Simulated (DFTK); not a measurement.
As under changes of volume

One of the cells (21.530 Å³/atom); the others are scaled copies at fixed shape and fractional positions:

```
As
1.0
     1.88080    1.08588    3.51406
    -1.88080    1.08588    3.51406
     0.00000   -2.17176    3.51406
As
2
Direct
  0.22600 0.22600 0.22600
  0.77400 0.77400 0.77400
```

- Program: DFTK 0.8.2
- Functional: AM05
- Potentials or basis: SPMS 1.0 (PBE)
- Cutoff: 1225 eV
- k mesh: 5 × 5 × 5
- Occupations: fermi-dirac, width 0.05 eV
- Spin: no spin polarisation

```csv
volume (Å³/atom),energy over the lowest point (meV/atom),pressure (GPa),largest force (eV/Å)
20.239,18.66,5.2,0.531
20.669,7.53,3.2,0.377
21.100,1.49,1.4,0.233
21.530,0.00,-0.2,0.098
21.961,2.61,-1.7,0.028
22.392,?,?,?
22.822,18.48,-4.1,0.258
```

Q: What does the run at 22.392 Å³/atom give?

A: Energy over the lowest point 8.89 meV/atom; pressure -3.0 GPa; largest force 0.147 eV/Å.

Worked out: A Birch-Murnaghan fit of order 3 (a polynomial in V^(-2/3)) to the other rows has its minimum at 21.46 Å³/atom with B0 = V·E''(V) = 77 GPa and B' = 4.4 at fixed shape and positions, which overstates the stiffness. It gives 8.91 meV/atom at 22.392 Å³/atom, against the run's 8.89, and -dE/dV = -3.0 GPa, against -3.0.

Energies are extrapolated to zero smearing.

Caveats: all runs use coarse meshes; the potentials were made for another functional, which shifts forces and pressure.
